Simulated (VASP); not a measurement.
Crystal: P.

```xyz
2
Lattice="1.7257 0.9963 3.1297 -1.7257 0.9963 3.1297 0.0000 -1.9927 3.1297" Properties=species:S:1:pos:R:3 pbc="T T T"
P     0.0120    0.0100    7.2319
P    -0.0777    0.0418    2.0472
```

This isn't the form of P at room conditions, which is orthorhombic.

The cell isn't the ideal one: atoms moved at random, drawn with an rms of 0.15 Å.

- Program: VASP 6.6.1
- Task: relaxation of the atoms
- Functional: PBE
- Potentials or basis: VASP PAW PBE potentials, release 64 (P)
- Cutoff: 520 eV
- k mesh: 9 × 9 × 9
- Occupations: gaussian, width 0.01 eV
- Spin: no spin polarisation

At the start: pressure 4.0 GPa; volume 16.14 Å³/atom.

Problem. Where does the relaxation end?

Solution. Over 9 steps the energy falls by 29.7 meV/atom; space group R-3m (No. 166, to 0.05 Å).

Step by step:
| step | energy change (eV) | largest force (eV/Å) | pressure (GPa) |
| --- | --- | --- | --- |
| 1 | 0.0000 | 1.0766 | 3.98 |
| 2 | -0.0413 | 0.5297 | 2.36 |
| 3 | -0.0582 | 0.1144 | 0.66 |
| 4 | -0.0586 | 0.1042 | 0.41 |
| 5 | -0.0586 | 0.0998 | 0.47 |
| 6 | -0.0591 | 0.0650 | 0.56 |
| 7 | -0.0594 | 0.0358 | 0.71 |
| 8 | -0.0594 | 0.0378 | 0.73 |
| 9 | -0.0595 | 0.0147 | 0.66 |

Final structure:
```
P
1.0
     1.72573    0.99635    3.12968
    -1.72573    0.99635    3.12968
     0.00000   -1.99270    3.12968
P
2
Direct
  0.77541 0.76844 0.76692
  0.23142 0.22564 0.22365
```
